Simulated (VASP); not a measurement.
The system is TiO2 (Anatase).

```
CELL_PARAMETERS angstrom
-1.89210 1.89210 4.75730
1.89210 -1.89210 4.75730
1.89210 1.89210 -4.75730
ATOMIC_POSITIONS crystal
Ti 0.75000 0.25000 0.50000
Ti 0.00000 0.00000 0.00000
O 0.79190 0.79190 0.00000
O 0.54190 0.04190 0.50000
O 0.95810 0.45810 0.50000
O 0.20810 0.20810 0.00000
```

Base run:

* Program: VASP 6.6.1
* Functional: PBEsol
* Potentials or basis: VASP PAW PBE potentials, release 64 (Ti_sv, O)
* Cutoff: 520 eV
* k mesh: 10 × 10 × 10
* Occupations: fermi-dirac, width 0.05 eV
* Spin: no spin polarisation

Its results: band gap on the k mesh 2.06 eV, indirect (least direct gap 2.40 eV); pressure -0.4 GPa; largest force 0.012 eV/Å.

**Question.** The run is repeated on the same cell with these changes: functional from PBEsol to revPBE; further incar settings from ALGO = Normal; EDIFF = 1e-07; NBANDS = 33 to ALGO = Normal; EDIFF = 1e-07. What comes out?

**Answer.** Band gap on the k mesh 2.15 eV, indirect (least direct gap 2.47 eV); pressure 9.2 GPa; largest force 0.172 eV/Å.

Caveats: the PAW data sets were made with another functional, which shifts forces and pressure a little.

Not every run made on this cell is shown here.
